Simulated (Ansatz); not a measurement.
## AlRu (rocksalt type) under strong compression

```
Ru Al
1.0
     0.00000    2.49284    2.49284
     2.49284    0.00000    2.49284
     2.49284    2.49284    0.00000
Ru Al
1 1
Direct
  0.00000 0.00000 0.00000
  0.50000 0.50000 0.50000
```

The cell comes from a relaxation on PAW files under the same functional, begun from a prototype that needn't be the stable phase.

Its volume is scaled at fixed shape and fractional positions.

All numbers are PBE results (scalar-relativistic) from Ansatz 0.2.0, with a Γ-centred 14×14×14 k mesh, Fermi–Dirac smearing of 0.1 eV, no spin polarisation. Methods: LAPW: all electrons, basis error target 1 meV/atom; PAW: frozen-core files, cutoff 420 eV; crystal datasets: all electrons, by PAW datasets that the program makes for each cell; norm-conserving: pseudopotentials, cutoff 1143 eV; PAW (partial waves polarizable): frozen-core files, cutoff 420 eV.

Energies are extrapolated to zero smearing and count from the unscaled cell; pressure is positive in compression; gaps take the mesh and a band path. No temperature or zero-point motion is included.

```
V/V0  V (Å³/atom)  P LAPW (GPa)  ΔE LAPW (eV/atom)  P PAW − LAPW (GPa)  ΔE PAW − LAPW (meV/atom)
1.00        15.49         -0.07              0.000                0.04                       0.0
0.94        14.56          9.95              0.025                0.07                       0.3
0.88        13.63          23.8              0.119                0.11                       0.8
0.80        12.39          50.8              0.398                0.22                       2.1
0.72        11.15          93.3              0.940                0.41                       4.6
0.64         9.91             ?                  ?                   ?                         ?
0.55         8.52         296.4              3.837                0.41                      13.9
```

Task: Fit the Vinet equation to the LAPW pressures shown (residuals weighted by 1/(|P| + 0.03·Pmax)), and predict the pressure of the withheld row.

Result: The fit gives V0 = 15.49 Å³/atom, B0 = 140 GPa and B0′ = 4.56. At 9.91 Å³/atom, x = (V/V0)^(1/3) = 0.8619, and P = 3·B0·(1 − x)/x²·exp[1.5·(B0′ − 1)·(1 − x)] = 162.8 GPa. The run itself gave 162.0 GPa (+0.5 % off) and ΔE = 1.904 eV/atom.

Task: At the smallest volume, how far do crystal datasets and norm-conserving and PAW (partial waves polarizable) lie from LAPW in pressure?

Result: crystal datasets: 0.00 GPa; norm-conserving: -1.55 GPa; PAW (partial waves polarizable): +0.41 GPa, on a LAPW pressure of 296.4 GPa.

Task: How do the Löwdin populations by LAPW change from the unscaled cell to the last row?

Result: Ru 4s 1.91 → 1.81, Ru 4p 5.97 → 5.92, Ru 4d 7.76 → 8.33, Al 2s 1.98 → 1.95, Al 3s 1.02 → 0.74, Al 3p 1.90 → 1.76 electrons an atom. These are projections on the shells that the free atoms fill; 0.08 e a cell lies outside them at the start and 0.13 e at the end.
